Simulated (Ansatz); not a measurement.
**AlCu3: properties at the relaxed cell**

The task here is to estimate one member of a computed series from the others.

Method: DFT PBEsol, scalar-relativistic, plane waves, PAW, in Ansatz 0.2.0.

1 further run of the same task is left out (set aside as unsound or not needed).

**The starting structure**

The structure is cubic, space group Pm-3m (No. 221). Conventional cell: a = 3.632 Å, b = 3.632 Å, c = 3.632 Å, α = 90.00°, β = 90.00°, γ = 90.00°. Around Al (site symmetry m-3m) lie 12 Cu at 2.57 Å. Cu (site symmetry 4/mmm) is surrounded by 4 Al at 2.57 Å and 8 Cu at 2.57 Å.

Coordinates:

```cif
data_structure
_symmetry_space_group_name_H-M 'P 1'
_symmetry_Int_Tables_number 1
_cell_length_a 3.6319
_cell_length_b 3.6319
_cell_length_c 3.6319
_cell_angle_alpha 90.000
_cell_angle_beta 90.000
_cell_angle_gamma 90.000
_cell_volume 47.91
loop_
_atom_site_label
_atom_site_type_symbol
_atom_site_fract_x
_atom_site_fract_y
_atom_site_fract_z
_atom_site_occupancy
Al1 Al 0.00000 0.00000 0.00000 1
Cu1 Cu 0.50000 0.50000 0.00000 1
Cu2 Cu 0.50000 0.00000 0.50000 1
Cu3 Cu 0.00000 0.50000 0.50000 1
```

It goes back to an entry of the Materials Project, which need not be the stable form.

This cell was relaxed beforehand with the same method: volume 11.98 Å³/atom, gap on the mesh none (metal).

Set-up of the first run:

The input, input.yaml:

```yaml
crystal:
  lattice:
    - [3.6318704028, 0.0, 0.0]
    - [0.0, 3.6318704028, 0.0]
    - [0.0, 0.0, 3.6318704028]
  atoms:
    - { symbol: Al, position: [0.0, 0.0, 0.0] }
    - { symbol: Cu, position: [0.5, 0.5, 0.0] }
    - { symbol: Cu, position: [0.5, 0.0, 0.5] }
    - { symbol: Cu, position: [0.0, 0.5, 0.5] }
basis:
  ecutwfc: 420
kpoints:
  mp_grid: { grid: [12, 12, 12] }
  band_path:
    path:
      - [[0.0, 0.0, 0.0], [0.0, 0.5, 0.0], [0.5, 0.5, 0.0], [0.0, 0.0, 0.0], [0.5, 0.5, 0.5], [0.0, 0.5, 0.0]]
      - [[0.5, 0.5, 0.5], [0.5, 0.5, 0.0]]
    npoints: 14
hamiltonian:
  xc: pbesol
scf:
  occupations: { method: gaussian, width: 0.1 }
  n_extra_bands: 10
output:
  forces: true
  stress: true
  eigenvalues: true
  populations: true
  dos: { projected: true, de: 0.02, nscf_kmesh: { grid: [18, 18, 18] } }
  bader: true
  write_density: true
  write_potential: true
  elf: true
  volumetric_format: npy
```

Command:

```bash
> ansatz run input.yaml --threads 1 --pin off --max-ram 2560MiB --backend cpu --events-out ev --progress --plain --runs-dir out
```

Among the steps run: Static run: bands, density of states and charges; The cell scaled to 0.97 of its volume; The cell scaled to 1.03 of its volume; The cell scaled to 0.94 of its volume; Volume × 1.06.

One of the session's tables, all rows but one given; the rest of the session is left out.

It belongs to the step «Energy against volume». 

| volume (Å³/atom) | energy above the lowest point (meV/atom) | pressure (GPa) |
| --- | --- | --- |
| 11.258 | 23.2 | 10.91 |
| 11.617 | 5.5 | 4.99 |
| 11.977 | 0.0 | 0.00 |
| 12.336 | ? | ? |
| 12.695 | 18.3 | -7.74 |

Q: Estimate the row for volume (Å³/atom) = 12.336 from the others.

Worked estimate for «energy above the lowest point (meV/atom)». A straight line through the neighbours (11.977, 0.0) and (12.695, 18.3) gives 0.0 + (18.3 − 0.0) × (12.336 − 11.977) / (12.695 − 11.977) = 9.2; a parabola fitted to 3 rows on both sides gives 4.3.

**Answer.** energy above the lowest point (meV/atom): 4.8; pressure (GPa): -4.20. In «energy above the lowest point (meV/atom)» the line misses by +4.4 and the parabola by -0.5.

Caveats from the session: The projections leave out shells that the potentials don't hold, such as empty d states.
